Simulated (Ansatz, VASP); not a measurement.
**BAs: VASP beside Ansatz**

```
B As
1.0
     3.31526    0.00000    0.00000
    -1.65763    2.87110    0.00000
     0.00000    0.00000    9.79209
B As
2 2
Direct
  0.33333 0.66667 0.25000
  0.66667 0.33333 0.75000
  0.66667 0.33333 0.25000
  0.33333 0.66667 0.75000
```

Alike in both runs: task single point; functional PBE; k mesh 9 × 9 × 2; no spin polarisation.

|  | VASP | Ansatz |
| --- | --- | --- |
| version | VASP 6.6.1 | Ansatz 0.2.0 |
| potentials or method | VASP PAW PBE potentials, release 64 (B, As) | plane waves, PAW |
| plane-wave cutoff (eV) | 520 | 420 |
| occupations | gaussian, width 0.01 eV | fixed |
| valence electrons in the cell | 16 | 36 |

```tsv
	VASP	Ansatz	Ansatz less VASP
gap on the k mesh at the Fermi level (eV)	0.70	0.71	+0.012
pressure (GPa)	5.5	5.0	-0.54
largest component of the traceless stress (GPa)	5.50	4.95	-0.553
```

The two sets of potentials don't hold the same shells in valence.

Caveats: an odd mesh through Γ misses points on the zone boundary, where band edges often lie; this functional lacks dispersion, which binds the layers, so the pressure and a relaxed spacing across them are unreliable. PBE gaps usually lie below the measured ones, often by a third to a half.
